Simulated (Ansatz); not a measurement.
# TiCo: the cost of one run

Method: DFT PBE, scalar-relativistic, plane waves, PAW, in Ansatz 0.2.0.

2 further runs of the same task are left out: 1 that didn't finish, 1 set aside as unsound or not needed.

**1. Starting point**

It takes space group Fm-3m (No. 225, cubic). The conventional cell has a = 4.852 Å, b = 4.852 Å, c = 4.852 Å, α = 90.00°, β = 90.00°, γ = 90.00°. Ti (site symmetry m-3m) has 6 Co at 2.43 Å as nearest neighbours. Co (site symmetry m-3m) is surrounded by 6 Ti at 2.43 Å.

Structure file:

```
CELL_PARAMETERS angstrom
0.00000 2.42606 2.42606
2.42606 0.00000 2.42606
2.42606 2.42606 0.00000
ATOMIC_POSITIONS crystal
Ti 0.00000 0.00000 0.00000
Co 0.50000 0.50000 0.50000
```

The cell was relaxed beforehand at this level, from a database cell with other species swapped in; it is a trial structure. At a tolerance of 0.05 Å it has space group Fm-3m (No. 225); it has 14.28 Å³/atom, an uncorrected energy of +0.08 eV/atom over the elements.

**2. Electronic structure at the relaxed geometry**

input.yaml reads:

```yaml
crystal:
  lattice:
    - [0.0, 2.426055581, 2.426055581]
    - [2.426055581, 0.0, 2.426055581]
    - [2.426055581, 2.426055581, 0.0]
  atoms:
    - { symbol: Ti, position: [0.0, 0.0, 0.0] }
    - { symbol: Co, position: [0.5, 0.5, 0.5] }
basis:
  ecutwfc: 420
kpoints:
  mp_grid: { grid: [20, 20, 20] }
  band_path:
    path:
      - [[0.0, 0.0, 0.0], [0.5, 0.0, 0.5], [0.625, 0.25, 0.625]]
      - [[0.375, 0.375, 0.75], [0.0, 0.0, 0.0], [0.5, 0.5, 0.5], [0.5, 0.25, 0.75], [0.5, 0.0, 0.5]]
    npoints: 14
hamiltonian:
  xc: pbe
scf:
  occupations: { method: gaussian, width: 0.1 }
  n_extra_bands: 6
output:
  forces: true
  stress: true
  eigenvalues: true
  populations: true
  dos: { projected: true, de: 0.02, nscf_kmesh: { grid: [24, 24, 24] } }
  bader: true
  write_density: true
  write_potential: true
  elf: true
  volumetric_format: npy
```

Run with:

```console
$ ansatz run input.yaml --threads 1 --pin off --max-ram 2560MiB --backend cpu --events-out ev --progress --plain --runs-dir out
```

**Question.** How long does this run take on 1 thread of Intel Xeon at 2.70GHz, shared host, and how much memory does it need?

About 34 s, with a peak of 0.47 GiB.
